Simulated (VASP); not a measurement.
The system is Li2O.

```
O Li
1.0
    -0.06794    2.28702    2.28702
     2.28702   -0.06794    2.28702
     2.28702    2.28702   -0.06794
O Li
1 2
Direct
  0.00000 0.00000 0.00000
  0.25024 0.25024 0.25024
  0.74976 0.74976 0.74976
```

The cell was built by a generator and needn't be a form met in nature.

The cell isn't the ideal one: epitaxial_111 strain +3.0%.

Base run:

| Quantity | Value |
| --- | --- |
| Program | VASP 6.6.1 |
| Functional | PBE |
| Potentials or basis | VASP PAW PBE potentials, release 64 (O, Li_sv) |
| Cutoff | 520 eV |
| k mesh | 10 × 10 × 10 |
| Occupations | fermi-dirac, width 0.02 eV |
| Spin | no spin polarisation |

Its results: band gap on the k mesh 4.88 eV, indirect (least direct gap 5.07 eV); largest force 0.014 eV/Å.

Task: The run is repeated on the same cell with these changes: functional from PBE to r2SCAN; occupations from fermi-dirac, width 0.02 eV to gaussian, width 0.01 eV. What comes out?

Result: Band gap on the k mesh 5.57 eV, indirect (least direct gap 5.87 eV); largest force 0.018 eV/Å.

Caveats: the PAW data sets were made with another functional, which shifts forces and pressure a little (some runs).

A k mesh can miss the band edges.
